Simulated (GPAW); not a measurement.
# CoO (Fm-3m) in GPAW: settings compared, part 2 of 2

GPAW 26.7.0. Earlier steps stand in the parts before.

### 3 Relaxation of cell and atoms, PBEsol+D3, collinear spin, ferromagnetic start

Input file run.py:

```python
from ase import Atoms
from ase.calculators.mixing import SumCalculator
from ase.filters import FrechetCellFilter
from ase.io import write
from ase.optimize import BFGS
from dftd3.ase import DFTD3
from gpaw import GPAW, PW, setup_paths

setup_paths.insert(0, '.')

atoms = Atoms(['Co', 'O'],
              cell=[[0.0, 2.1315, 2.1315],
                    [2.1315, 0.0, 2.1315],
                    [2.1315, 2.1315, 0.0]],
              scaled_positions=[[0.0, 0.0, 0.0],
                                [0.5, 0.5, 0.5]],
              pbc=True)
atoms.set_initial_magnetic_moments([2.0, 0.0])

calc = GPAW(mode=PW(800),
            xc='PBEsol',
            kpts={'size': (9, 9, 9), 'gamma': True},
            occupations={'name': 'fermi-dirac', 'width': 0.05},
            nbands=17,
            convergence={'density': 1e-05, 'forces': 0.0001},
            maxiter=150,
            txt='gpaw.txt')
atoms.calc = SumCalculator([calc, DFTD3(method='pbesol', damping='d3zero')])
opt = BFGS(FrechetCellFilter(atoms), trajectory='relax.traj', logfile='-')
done = opt.run(fmax=0.02, steps=60)
calc.write('gs.gpw')
write('result.traj', atoms)
print('Converged:', done)
print('Cell:', atoms.cell.cellpar().round(4))
print('Volume:', round(atoms.get_volume(), 4))
print(atoms.get_scaled_positions().round(5))
```

Potentials or basis: PAW data sets generated in the run's folder for this functional, pw.

Started as:

```sh
> gpaw-setup -f PBEsol Co O
> OMP_NUM_THREADS=1 python run.py
```

gpaw.txt:

```text
__  _  _
 | _ |_)|_||  |
 |__||  | ||/\| - 26.7.0

Input parameters:
  mode=PW(ecut=800.0),
  convergence={'density': 1e-05, 'forces': 0.0001},
  kpts=MonkhorstPack(size=(9, 9, 9), gamma=True),
  maxiter=150,
  nbands=17,
  occupations=Occupations(name='fermi-dirac', width=0.05),
  xc=XC(name='PBEsol')

Diagonalizing LCAO Hamiltonian
Converting LCAO to pw mode

              O

       Co

Atoms  # Å, Bohr magnetons
|   | symbol |        x |        y |        z |    initial magnetic moments |
|---|--------|----------|----------|----------|-----------------------------|
| 0 |     Co | 0.000000 | 0.000000 | 0.000000 | ( 0.0000,  0.0000,  2.0000) |
| 1 |      O | 2.131500 | 2.131500 | 2.131500 | ( 0.0000,  0.0000,  0.0000) |

Unit cell  # Å
| periodic |        x |        y |        z |  lengths |    angles |
[... 1130 lines left out ...]
|---|--------|-----------|-----------|----------|-----------------------------|
| 0 |     Co | -0.000000 | -0.000000 | 0.000000 | ( 0.0000,  0.0000,  2.5188) |
| 1 |      O |  2.125601 |  2.125601 | 2.125601 | ( 0.0000,  0.0000,  0.2434) |

Unit cell  # Å
| periodic |        x |         y |        z |  lengths |    angles |
|----------|----------|-----------|----------|----------|-----------|
|      yes | 0.000000 |  2.125601 | 2.125601 | 3.006054 | 60.000000 |
|      yes | 2.125601 | -0.000000 | 2.125601 | 3.006054 | 60.000000 |
|      yes | 2.125601 |  2.125601 | 0.000000 | 3.006054 | 60.000000 |

Number of symmetries: 48
Symmetry operations  # r_c * U_cc + t_c -> r_c
|    | kind |            matrix            |
|----|------|------------------------------|
|  0 |  σ   |  1, 0, 0,  1, 0,-1,  1,-1, 0 |
|  1 |  C2  |  1, 0, 0,  1,-1, 0,  1, 0,-1 |
|  2 |  E   |  1, 0, 0,  0, 1, 0,  0, 0, 1 |
|  3 |  σ   |  1, 0, 0,  0, 0, 1,  0, 1, 0 |
|  4 |  C4  |  1, 0,-1,  1, 0, 0,  1,-1, 0 |
|  5 |  S6  |  1, 0,-1,  1,-1, 0,  1, 0, 0 |
|  6 |  σ   |  1, 0,-1,  0, 1,-1,  0, 0,-1 |
|  7 |  C3  |  1, 0,-1,  0, 0,-1,  0, 1,-1 |
|  8 |  S6  |  1,-1, 0,  1, 0, 0,  1, 0,-1 |
[... 234 lines left out ...]
No gap
No difference between direct/indirect transitions

Stress tensor  # eV/Ang^3
|         x |        y |         z |
|-----------|----------|-----------|
|  0.054975 | 0.000000 | -0.000000 |
|  0.000000 | 0.054975 |  0.000000 |
| -0.000000 | 0.000000 |  0.054975 |

Forces  # eV/Ang
|       x |       y |        z |
|---------|---------|----------|
| 0.00000 | 0.00000 |  0.00000 |  # Co   0
| 0.00000 | 0.00000 | -0.00000 |  # O    1

# Writing to gs.gpw (mode='')
```

stdout:

```text
Step          Energy          fmax
BFGS:    0      -15.653098        0.768716
BFGS:    1      -15.637285        0.726222
BFGS:    2      -15.662292        0.053131
BFGS:    3      -15.662285        0.161856
BFGS:    4      -15.662302        0.005680
Converged: True
Cell: [ 3.0061  3.0061  3.0061 60.     60.     60.    ]
Volume: 19.2077
[[0.  0.  0. ]
 [0.5 0.5 0.5]]
```

It took 1.9 min on 1 thread of Arm Neoverse V1, shared host; peak memory 0.25 GiB.

Results:

| Quantity | Value |
| --- | --- |
| Free energy | -15.6785 eV |
| Relaxed volume | 9.60 Å³/atom |
| Relaxed cell | a = 3.006 Å, b = 3.006 Å, c = 3.006 Å, α = 60.00°, β = 60.00°, γ = 60.00° |
| Space group after relaxing (to 0.05 Å) | Fm-3m (No. 225) |
| Energy gained by relaxing | 4.6 meV/atom |
| Ionic steps | 5 |
| Pressure after relaxing | -0.1 GPa |
| Band gap on the k mesh | none (metal or under the smearing width) |
| Net moment | 2.93 μB per cell |
| Site moments | Co +2.52; O +0.24 μB |
| Dispersion energy per atom | -0.147 eV |

The path:
| step | energy change (eV) | largest force (eV/Å) | pressure (GPa) | volume (Å³) |
| --- | --- | --- | --- | --- |
| 1 | 0.0000 | 0.0000 | -12.72 | 19.37 |
| 2 | 0.0158 | 0.0000 | 12.21 | 19.05 |
| 3 | -0.0092 | 0.0000 | 0.89 | 19.20 |
| 4 | -0.0092 | 0.0000 | -2.70 | 19.22 |
| 5 | -0.0092 | 0.0000 | -0.09 | 19.21 |

Final structure:
```yaml
crystal:
  lattice:
    - [0.00000, 2.12560, 2.12560]
    - [2.12560, 0.00000, 2.12560]
    - [2.12560, 2.12560, 0.00000]
  atoms:
    - { symbol: Co, position: [0.00000, 0.00000, 0.00000] }
    - { symbol: O, position: [0.50000, 0.50000, 0.50000] }
```

Caveat: each step starts from the last one's moments, so a moment once lost doesn't come back; later steps reuse the first step's grids; a cell with one magnetic atom can't hold antiferromagnetic order, which such compounds often take; semilocal functionals often make such compounds metallic where correlation or magnetic order opens a gap, which also shifts bond lengths; pairwise dispersion overbinds metals, which lowers pressure and volume. With open d or f shells a metallic result of PBEsol can be an artefact of self-interaction; +U or a hybrid may open a gap.

### 4 Relaxation of cell and atoms, PBEsol+D3(BJ), collinear spin, ferromagnetic start

run.py, as its differences from that of step 3:

```diff
@@ -27,3 +27,3 @@
             txt='gpaw.txt')
-atoms.calc = SumCalculator([calc, DFTD3(method='pbesol', damping='d3zero')])
+atoms.calc = SumCalculator([calc, DFTD3(method='pbesol', damping='d3bj')])
 opt = BFGS(FrechetCellFilter(atoms), trajectory='relax.traj', logfile='-')
```

Started as:

```sh
> gpaw-setup -f PBEsol Co O
> OMP_NUM_THREADS=1 python run.py
```

It took 3.1 min on 1 thread of Arm Neoverse V1, shared host; peak memory 0.33 GiB.

It converged, with:

| Item | Value |
| --- | --- |
| Free energy | -15.8042 eV |
| Relaxed volume | 8.95 Å³/atom |
| Relaxed cell | a = 2.936 Å, b = 2.936 Å, c = 2.936 Å, α = 60.00°, β = 60.00°, γ = 60.00° |
| Space group after relaxing (to 0.05 Å) | Fm-3m (No. 225) |
| Energy gained by relaxing | -0.9 meV/atom |
| Ionic steps | 9 |
| Pressure after relaxing | 0.0 GPa |
| Band gap on the k mesh | none (metal or under the smearing width) |
| Net moment | 2.73 μB per cell |
| Site moments | Co +2.37; O +0.21 μB |
| Dispersion energy per atom | -0.199 eV |

Step by step:
```tsv
step	energy change (eV)	largest force (eV/Å)	pressure (GPa)	volume (Å³)
1	0.0000	0.0000	-13.59	19.37
2	0.0368	0.0000	9.44	19.03
3	-0.0039	0.0000	35.18	19.17
4	-0.0011	0.0000	-13.40	19.35
5	-0.0052	0.0000	-12.08	19.30
6	0.0298	0.0000	-9.10	18.84
7	0.0056	0.0000	3.58	17.62
8	0.0017	0.0000	-0.42	17.94
9	0.0017	0.0000	-0.01	17.90
```

Final structure:
```
CELL_PARAMETERS angstrom
0.00000 2.07636 2.07636
2.07636 0.00000 2.07636
2.07636 2.07636 0.00000
ATOMIC_POSITIONS crystal
Co 0.00000 0.00000 0.00000
O 0.50000 0.50000 0.50000
```

Levels at points of the mesh, in eV from the Fermi level:
Spin up:
```
           k point  band 7  band 8  band 9  band 10  band 11  band 12
(0.00, 0.00, 0.00)   -3.21   -3.21   -3.21     1.13    16.74    18.36
```
Spin down:
```
           k point  band 4  band 5  band 6  band 7  band 8  band 9
(0.00, 0.00, 0.00)   -3.15   -1.31   -1.31   -1.31   -0.28   -0.28
```

Caveat: each step starts from the last one's moments, so a moment once lost doesn't come back; later steps reuse the first step's grids; a cell with one magnetic atom can't hold antiferromagnetic order, which such compounds often take; semilocal functionals often make such compounds metallic where correlation or magnetic order opens a gap, which also shifts bond lengths; pairwise dispersion overbinds metals, which lowers pressure and volume.

### 5 Relaxation of cell and atoms, PBEsol+D3(BJ)+ATM, collinear spin, ferromagnetic start

run.py, as its differences from that of step 4:

```diff
@@ -27,3 +27,3 @@
             txt='gpaw.txt')
-atoms.calc = SumCalculator([calc, DFTD3(method='pbesol', damping='d3bj')])
+atoms.calc = SumCalculator([calc, DFTD3(damping='d3bj', params_tweaks=dict(method='pbesol', atm=True))])
 opt = BFGS(FrechetCellFilter(atoms), trajectory='relax.traj', logfile='-')
```

Started as:

```sh
> gpaw-setup -f PBEsol Co O
> OMP_NUM_THREADS=1 python run.py
```

Run time: 2.1 min. Hardware: 1 thread of Arm Neoverse V1, shared host; peak memory 0.24 GiB.

It converged, with:

* Free energy: -15.7752 eV
* Relaxed volume: 9.61 Å³/atom
* Relaxed cell: a = 3.007 Å, b = 3.007 Å, c = 3.007 Å, α = 60.00°, β = 60.00°, γ = 60.00°
* Space group after relaxing (to 0.05 Å): Fm-3m (No. 225)
* Energy gained by relaxing: 4.4 meV/atom
* Ionic steps: 6
* Pressure after relaxing: -0.1 GPa
* Band gap on the k mesh: none (metal or under the smearing width)
* Net moment: 2.93 μB per cell
* Site moments: Co +2.52; O +0.24 μB
* Dispersion energy per atom: -0.196 eV

Step by step:
| step | energy change (eV) | largest force (eV/Å) | pressure (GPa) | volume (Å³) |
| --- | --- | --- | --- | --- |
| 1 | 0.0000 | 0.0000 | -12.92 | 19.37 |
| 2 | 0.0287 | 0.0000 | 16.41 | 19.05 |
| 3 | -0.0087 | 0.0000 | -2.29 | 19.22 |
| 4 | -0.0084 | 0.0000 | 5.85 | 19.20 |
| 5 | -0.0088 | 0.0000 | -0.41 | 19.22 |
| 6 | -0.0088 | 0.0000 | -0.07 | 19.22 |

Final structure:
```
Co O
1.0
     0.00000    2.12595    2.12595
     2.12595    0.00000    2.12595
     2.12595    2.12595    0.00000
Co O
1 1
Cartesian
  0.0000 0.0000 0.0000
  2.1260 2.1260 2.1260
```

Levels at points of the mesh, in eV from the Fermi level:
Spin up:
```csv
k point,band 7,band 8,band 9,band 10,band 11,band 12
"(0.00, 0.00, 0.00)",-3.18,-3.18,-3.18,0.73,16.52,17.78
```
Spin down:
```csv
k point,band 2,band 3,band 4,band 5,band 6,band 7,band 8,band 9,band 10,band 11
"(0.00, 0.00, 0.00)",-2.75,-2.75,-2.75,-1.14,-1.14,-1.14,-0.14,-0.14,1.29,16.44
```

Caveat: each step starts from the last one's moments, so a moment once lost doesn't come back; later steps reuse the first step's grids; a cell with one magnetic atom can't hold antiferromagnetic order, which such compounds often take; semilocal functionals often make such compounds metallic where correlation or magnetic order opens a gap, which also shifts bond lengths; pairwise dispersion overbinds metals, which lowers pressure and volume.

### 6 Summary

| level | gap on the mesh (eV) | pressure (GPa) | moment (μB) | relaxed volume (Å³/atom) |
| --- | --- | --- | --- | --- |
| PBEsol | none | 0.3 | 2.76 | 9.09 |
| PBEsol+D3 | none | -0.1 | 2.93 | 9.60 |
| PBEsol+D3(BJ) | none | 0.0 | 2.73 | 8.95 |
| PBEsol+D3(BJ)+ATM | none | -0.1 | 2.93 | 9.61 |

Alike in all rows: task relaxation of cell and atoms; potentials or basis PAW data sets generated in the run's folder for this functional, pw; spin collinear, ferromagnetic start; cell relaxed; k mesh 9 × 9 × 9; cutoff (eV) 800; smearing fermi-dirac 0.05 eV.

Caveats: each step starts from the last one's moments, so a moment once lost doesn't come back; later steps reuse the first step's grids; a cell with one magnetic atom can't hold antiferromagnetic order, which such compounds often take; semilocal functionals often make such compounds metallic where correlation or magnetic order opens a gap, which also shifts bond lengths; pairwise dispersion overbinds metals, which lowers pressure and volume (some runs).

Absolute energies hang on the potentials; compare differences alone.
